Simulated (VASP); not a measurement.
Write the native input for VASP 6.6.1 that does the following.

* Task: band structure
* Functional: PBE
* Potentials or basis: VASP PAW PBE potentials, release 64 (Ti, Si)
* Cutoff: 500 eV
* k mesh: 7 × 7 × 7
* Occupations: fermi-dirac, width 0.05 eV
* Spin: no spin polarisation
* Further INCAR settings: ALGO = Fast; EDIFF = 1e-07; NBANDS = 21

The structure of TiSi2 lies in POSCAR:

```
TiSi2
1.0
    0.0000000000      4.1175163063      4.2628978354
    2.3895119538      0.0000000000      4.2628978354
    2.3895119538      4.1175163063      0.0000000000
Ti Si
2 4
Direct
    0.7500000000      0.7500000000      0.7500000000
    0.5000000000      0.5000000000      0.5000000000
    0.4125656100      0.0874343900      0.4125656100
    0.0874343900      0.4125656100      0.0874343900
    0.1625656100      0.8374343900      0.1625656100
    0.8374343900      0.1625656100      0.8374343900
```

The cell is a database's computed one.

The input as run:

INCAR

```
SYSTEM = TiSi2
PREC = Accurate
ENCUT = 500
EDIFF = 1E-7
ISMEAR = -1
SIGMA = 0.05
LREAL = .FALSE.
LASPH = .TRUE.
NELM = 100
ALGO = Fast
ISIF = 2
LWAVE = .FALSE.
LCHARG = .FALSE.
LMAXMIX = 4
GGA = PE
NBANDS = 21
```

KPOINTS

```
regular mesh
0
G
  7 7 7
  0 0 0
```

KPOINTS_OPT

```
path GYTZGXA1Y,TX1,XAZ,LG
10
line-mode
reciprocal
 0.0000000000  0.0000000000  0.0000000000  G
 0.5000000000  0.0000000000  0.5000000000  Y

 0.5000000000  0.0000000000  0.5000000000  Y
 1.0000000000  0.5000000000  0.5000000000  T

 1.0000000000  0.5000000000  0.5000000000  T
 0.5000000000  0.5000000000  0.0000000000  Z

 0.5000000000  0.5000000000  0.0000000000  Z
 0.0000000000  0.0000000000  0.0000000000  G

 0.0000000000  0.0000000000  0.0000000000  G
 0.0000000000  0.4127457158  0.4127457158  X

 0.0000000000  0.4127457158  0.4127457158  X
 0.5000000000  0.2443551471  0.7443551471  A1

 0.5000000000  0.2443551471  0.7443551471  A1
 0.5000000000  0.0000000000  0.5000000000  Y

 1.0000000000  0.5000000000  0.5000000000  T
 1.0000000000  0.5872542842  0.5872542842  X1

 0.0000000000  0.4127457158  0.4127457158  X
 0.5000000000  0.7556448529  0.2556448529  A

 0.5000000000  0.7556448529  0.2556448529  A
 0.5000000000  0.5000000000  0.0000000000  Z

 0.5000000000  0.5000000000  0.5000000000  L
 0.0000000000  0.0000000000  0.0000000000  G
```

Potentials or basis: VASP PAW PBE potentials, release 64 (Ti, Si).

The run is started by

```console
$ cat potpaw_PBE.64/Ti/POTCAR potpaw_PBE.64/Si/POTCAR > POTCAR
$ mpirun -np 1 vasp_std > vasp.out
```

Results of the run:

```json
{
  "Pressure": "1.9 GPa",
  "Largest force": "0.022 eV/Å",
  "Band gap along the path": "none (metal or under the smearing width)"
}
```

Wall time 4.2 min on 1 thread of Intel(R) Xeon(R) Platinum 8375C CPU @ 2.90GHz (Ice Lake) (shared host), peak memory 0.34 GiB.
